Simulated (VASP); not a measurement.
# Li: drag along a line

Li, slab, 13 atoms in the cell. PBE, constrained relaxations along a path; PAW potentials Li_sv (PBE set).

Path: drag along a line, Li hops from a hollow site to the next hollow site of Li(100).

## Input

INCAR:
```
SYSTEM = Li
PREC     = Normal         ! precision mode
ENCUT    = 500            ! plane-wave cutoff, eV
EDIFF    = 1E-6           ! SCF threshold, eV
ISMEAR   = 1              ! smearing method
SIGMA    = 0.1            ! smearing width, eV
LREAL    = .FALSE.        ! projectors in reciprocal space
LASPH    = .TRUE.         ! aspherical terms in the spheres
NELM     = 100            ! most SCF steps
ALGO     = Normal         ! electronic algorithm
LWAVE    = .FALSE.        ! write WAVECAR
LCHARG   = .FALSE.        ! write CHGCAR
IBRION   = 2              ! ionic algorithm
NSW      = 60             ! ionic steps
ISIF     = 2              ! what is computed and relaxed
EDIFFG   = -0.03          ! ionic threshold
POTIM    = 0.5            ! step
KPAR     = 2             
```

KPOINTS:
```
k-points
0
Gamma
  3 3 1
```

POSCAR.step1:
```
Li
1.0
    6.2281965287      0.0000000000      0.0000000000
    0.0000000000      6.2281965287      0.0000000000
    0.0000000000      0.0000000000     19.5740000000
Li
13
Selective dynamics
Direct
    0.0000000000      0.0000000000      0.3065290692  F F F
    0.5000000000      0.0000000000      0.3065290692  F F F
    0.0000000000      0.5000000000      0.3065290692  F F F
    0.5000000000      0.5000000000      0.3065290692  F F F
    0.2500000000      0.2500000000      0.4190252376  T T T
    0.7500000000      0.2500000000      0.4190252376  T T T
    0.2500000000      0.7500000000      0.4190252376  T T T
    0.7500000000      0.7500000000      0.4190252376  T T T
    0.0000000000      0.0000000000      0.5315214059  T T T
    0.5000000000      0.0000000000      0.5315214059  T T T
    0.0000000000      0.5000000000      0.5315214059  T T T
    0.5000000000      0.5000000000      0.5315214059  T T T
    0.2500000000      0.2500000000      0.5929393715  F T T
```

POSCAR.step2:
```
Li
1.0
    6.2281965287      0.0000000000      0.0000000000
    0.0000000000      6.2281965287      0.0000000000
    0.0000000000      0.0000000000     19.5740000000
Li
13
Selective dynamics
Direct
    0.0000000000      0.0000000000      0.3065290692  F F F
    0.5000000000      0.0000000000      0.3065290692  F F F
    0.0000000000      0.5000000000      0.3065290692  F F F
    0.5000000000      0.5000000000      0.3065290692  F F F
    0.2500000000      0.2500000000      0.4190252376  T T T
    0.7500000000      0.2500000000      0.4190252376  T T T
    0.2500000000      0.7500000000      0.4190252376  T T T
    0.7500000000      0.7500000000      0.4190252376  T T T
    0.0000000000      0.0000000000      0.5315214059  T T T
    0.5000000000      0.0000000000      0.5315214059  T T T
    0.0000000000      0.5000000000      0.5315214059  T T T
    0.5000000000      0.5000000000      0.5315214059  T T T
    0.1500000000      0.2500000000      0.5929393715  F T T
```

POSCAR.step3:
```
Li
1.0
    6.2281965287      0.0000000000      0.0000000000
    0.0000000000      6.2281965287      0.0000000000
    0.0000000000      0.0000000000     19.5740000000
Li
13
Selective dynamics
Direct
    0.0000000000      0.0000000000      0.3065290692  F F F
    0.5000000000      0.0000000000      0.3065290692  F F F
    0.0000000000      0.5000000000      0.3065290692  F F F
    0.5000000000      0.5000000000      0.3065290692  F F F
    0.2500000000      0.2500000000      0.4190252376  T T T
    0.7500000000      0.2500000000      0.4190252376  T T T
    0.2500000000      0.7500000000      0.4190252376  T T T
    0.7500000000      0.7500000000      0.4190252376  T T T
    0.0000000000      0.0000000000      0.5315214059  T T T
    0.5000000000      0.0000000000      0.5315214059  T T T
    0.0000000000      0.5000000000      0.5315214059  T T T
    0.5000000000      0.5000000000      0.5315214059  T T T
    0.0750000000      0.2500000000      0.5929393715  F T T
```

POSCAR.step4:
```
Li
1.0
    6.2281965287      0.0000000000      0.0000000000
    0.0000000000      6.2281965287      0.0000000000
    0.0000000000      0.0000000000     19.5740000000
Li
13
Selective dynamics
Direct
    0.0000000000      0.0000000000      0.3065290692  F F F
    0.5000000000      0.0000000000      0.3065290692  F F F
    0.0000000000      0.5000000000      0.3065290692  F F F
    0.5000000000      0.5000000000      0.3065290692  F F F
    0.2500000000      0.2500000000      0.4190252376  T T T
    0.7500000000      0.2500000000      0.4190252376  T T T
    0.2500000000      0.7500000000      0.4190252376  T T T
    0.7500000000      0.7500000000      0.4190252376  T T T
    0.0000000000      0.0000000000      0.5315214059  T T T
    0.5000000000      0.0000000000      0.5315214059  T T T
    0.0000000000      0.5000000000      0.5315214059  T T T
    0.5000000000      0.5000000000      0.5315214059  T T T
    0.0000000000      0.2500000000      0.5929393715  F T T
```

POSCAR.step5:
```
Li
1.0
    6.2281965287      0.0000000000      0.0000000000
    0.0000000000      6.2281965287      0.0000000000
    0.0000000000      0.0000000000     19.5740000000
Li
13
Selective dynamics
Direct
    0.0000000000      0.0000000000      0.3065290692  F F F
    0.5000000000      0.0000000000      0.3065290692  F F F
    0.0000000000      0.5000000000      0.3065290692  F F F
    0.5000000000      0.5000000000      0.3065290692  F F F
    0.2500000000      0.2500000000      0.4190252376  T T T
    0.7500000000      0.2500000000      0.4190252376  T T T
    0.2500000000      0.7500000000      0.4190252376  T T T
    0.7500000000      0.7500000000      0.4190252376  T T T
    0.0000000000      0.0000000000      0.5315214059  T T T
    0.5000000000      0.0000000000      0.5315214059  T T T
    0.0000000000      0.5000000000      0.5315214059  T T T
    0.5000000000      0.5000000000      0.5315214059  T T T
   -0.0750000000      0.2500000000      0.5929393715  F T T
```

POSCAR.step6:
```
Li
1.0
    6.2281965287      0.0000000000      0.0000000000
    0.0000000000      6.2281965287      0.0000000000
    0.0000000000      0.0000000000     19.5740000000
Li
13
Selective dynamics
Direct
    0.0000000000      0.0000000000      0.3065290692  F F F
    0.5000000000      0.0000000000      0.3065290692  F F F
    0.0000000000      0.5000000000      0.3065290692  F F F
    0.5000000000      0.5000000000      0.3065290692  F F F
    0.2500000000      0.2500000000      0.4190252376  T T T
    0.7500000000      0.2500000000      0.4190252376  T T T
    0.2500000000      0.7500000000      0.4190252376  T T T
    0.7500000000      0.7500000000      0.4190252376  T T T
    0.0000000000      0.0000000000      0.5315214059  T T T
    0.5000000000      0.0000000000      0.5315214059  T T T
    0.0000000000      0.5000000000      0.5315214059  T T T
    0.5000000000      0.5000000000      0.5315214059  T T T
   -0.1500000000      0.2500000000      0.5929393715  F T T
```

POSCAR.step7:
```
Li
1.0
    6.2281965287      0.0000000000      0.0000000000
    0.0000000000      6.2281965287      0.0000000000
    0.0000000000      0.0000000000     19.5740000000
Li
13
Selective dynamics
Direct
    0.0000000000      0.0000000000      0.3065290692  F F F
    0.5000000000      0.0000000000      0.3065290692  F F F
    0.0000000000      0.5000000000      0.3065290692  F F F
    0.5000000000      0.5000000000      0.3065290692  F F F
    0.2500000000      0.2500000000      0.4190252376  T T T
    0.7500000000      0.2500000000      0.4190252376  T T T
    0.2500000000      0.7500000000      0.4190252376  T T T
    0.7500000000      0.7500000000      0.4190252376  T T T
    0.0000000000      0.0000000000      0.5315214059  T T T
    0.5000000000      0.0000000000      0.5315214059  T T T
    0.0000000000      0.5000000000      0.5315214059  T T T
    0.5000000000      0.5000000000      0.5315214059  T T T
   -0.2500000000      0.2500000000      0.5929393715  F T T
```

Commands (each step's output is kept before the next begins):
```
cat potpaw_PBE.64/Li_sv/POTCAR > POTCAR
cp POSCAR.step1 POSCAR
mpirun -np 8 vasp_std > vasp.out
cp POSCAR.step2 POSCAR
mpirun -np 8 vasp_std > vasp.out
cp POSCAR.step3 POSCAR
mpirun -np 8 vasp_std > vasp.out
cp POSCAR.step4 POSCAR
mpirun -np 8 vasp_std > vasp.out
cp POSCAR.step5 POSCAR
mpirun -np 8 vasp_std > vasp.out
cp POSCAR.step6 POSCAR
mpirun -np 8 vasp_std > vasp.out
cp POSCAR.step7 POSCAR
mpirun -np 8 vasp_std > vasp.out
```

## Result

- Barrier (eV): 0.072
- Ionic steps, all stages: 105
- Electronic steps, all stages: 1418

Energy along the pull:

| Share of the way | Energy above the start (eV) |
|---|---|
| 0 | 0.000 |
| 0.2 | 0.019 |
| 0.35 | 0.053 |
| 0.5 | 0.072 |
| 0.65 | 0.053 |
| 0.8 | 0.019 |
| 1 | 0.000 |

The slab is face-centred cubic Li(100), which isn't the element's stable structure, in-plane cell 6.23 × 6.23 Å, with 3 × 3 k points.

Limits: the adatom repeats in each 2 x 2 surface cell, and the slab has three layers.

VASP 6.6.1 took 755 s on 8 cores (AMD EPYC 9R14 (Zen 4)), a shared host.
